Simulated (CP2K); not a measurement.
The system is NbAs.

```
Nb As
1.0
     3.45170    0.00000    0.00000
     0.00000    3.45170    0.00000
    -1.72585   -1.72585    5.84000
Nb As
2 2
Cartesian
  0.0000 1.7259 0.0000
  0.0000 0.0000 2.9200
  1.7258 0.0000 0.9811
  1.7258 1.7258 3.9011
```

Base run:

```yaml
Program: CP2K 2026.2
Functional: PBE
Potentials_or_basis: POTENTIAL_UZH Nb GTH-PBE-q13, As GTH-PBE-q5; TZVP-MOLOPT-PBE-GTH basis
Density_cutoff: 9184 eV
k_mesh: 8 × 8 × 8
Occupations: fermi-dirac, width 0.05 eV
Spin: no spin polarisation
```

Its results: band gap on the k mesh none (metal or under the smearing width); pressure 5.3 GPa; largest force 0.313 eV/Å.

Q: After a change of settings the same cell gave: band gap on the k mesh none (metal or under the smearing width); pressure 7.2 GPa; largest force 0.269 eV/Å. Which change was it?
A. functional from PBE to vdW-DF-cx
B. functional from PBE to rev-vdW-DF2
C. functional from PBE to TASK

A: C.

Caveats: the basis of atomic orbitals isn't converged, which shifts pressures, moduli and gaps; the potentials were made for another functional, which shifts forces and pressure (some runs).

Not every run made on this cell is shown here.
